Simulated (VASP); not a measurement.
A run of VASP 6.6.1 is set up as follows.

Contents of INCAR:

```
ALGO = Normal ; EDIFF = 1E-7
EDIFFG = -0.002 ; ENCUT = 520
GGA = PE ; IBRION = 2
ISIF = 3 ; ISMEAR = 0
IVDW = 12 ; LASPH = True
LCHARG = False ; LREAL = False
LWAVE = False ; NELM = 100
NSW = 80 ; PREC = Accurate
SIGMA = 0.02
```

Contents of KPOINTS:

```
k-points
0
Gamma
  15 15 6
```

POSCAR

```
BN                                      
1.0
    2.5068152416     -0.0000000000      0.0000000000
   -1.2534076208      2.1709656770     -0.0000000000
    0.0000000000      0.0000000000      6.5854715460
  B               N             
     2     2
Direct
     0.3333333300000021    0.6666666699999979    0.2500000000000000
     0.6666666699999979    0.3333333300000021    0.7500000000000000
     0.3333333300000021    0.6666666699999979    0.7500000000000000
     0.6666666699999979    0.3333333300000021    0.2500000000000000
```

Potentials or basis: VASP PAW PBE potentials, release 64 (B, N).

Run with:

```console
$ cat potpaw_PBE.64/B/POTCAR potpaw_PBE.64/N/POTCAR > POTCAR
$ mpirun -np 1 vasp_std > vasp.out
```

(1) What does it give for the dispersion energy per atom?

(2) Predict the band gap on the k mesh.

## Answers

(1) -0.142 eV.

(2) 4.27 eV, indirect (least direct gap 4.63 eV).

Caveat: the relaxation stopped at its first step, so nothing moved; an odd mesh through Γ misses points on the zone boundary, where band edges often lie.
